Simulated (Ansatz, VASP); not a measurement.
**Two plane-wave programs on ZrB2**

```xyz
3
Lattice="3.1712 0.0000 0.0000 -1.5856 2.7463 0.0000 0.0000 0.0000 3.5423" Properties=species:S:1:pos:R:3 pbc="T T T"
Zr    0.0000    0.0000    0.0000
B     0.0000    1.8309    1.7711
B     1.5856    0.9154    1.7711
```

Alike in both runs: functional PBE; k mesh 15 × 15 × 12; occupations gaussian, width 0.1 eV; no spin polarisation.

Ansatz relaxed the structure, and its values are those at the end. VASP's run is a single point on that final structure, the one shown.

```csv
,VASP,Ansatz
version,VASP 6.6.1,Ansatz 0.2.0
potentials or method,"VASP PAW PBE potentials, release 64 (Zr_sv, B)","scalar-relativistic, plane waves, PAW"
plane-wave cutoff (eV),520,420
valence electrons in the cell,18,18
```

```csv
,VASP,Ansatz,Ansatz less VASP
gap on the k mesh at the Fermi level (eV),none,none,-
pressure (GPa),0.1,0.0,-0.14
```

A gap of «none» marks a metal or a gap that the smearing closes. The functional is the same, so the differences come from potentials, cutoffs and numerics.
